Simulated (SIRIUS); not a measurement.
The system is Pb.

```xyz
1
Lattice="0.0000 2.4750 2.4750 2.4750 0.0000 2.4750 2.4750 2.4750 0.0000" Properties=species:S:1:pos:R:3 pbc="T T T"
Pb    0.0000    0.0000    0.0000
```

* Program: SIRIUS 7.12.0
* Task: single point
* Functional: PBEsol
* Potentials or basis: all-electron FP-LAPW
* Cutoff: 157 eV
* Basis: apw+lo standard
* k mesh: 9 × 9 × 9
* Occupations: fermi-dirac, width 0.05 eV
* Spin: no spin polarisation

On this cell: band gap on the k mesh none (metal or under the smearing width).

The same run follows on a disturbed copy (cell strained at random):

```
CELL_PARAMETERS angstrom
-0.00696 2.46968 2.44843
2.44759 -0.02698 2.46845
2.45382 2.49594 -0.03322
ATOMIC_POSITIONS crystal
Pb 0.98764 0.00709 0.01656
```

Problem. What does the disturbed cell give?

Solution. The energy (extrapolated to zero smearing) moves by +2.2 meV/atom; band gap on the k mesh none (metal or under the smearing width).
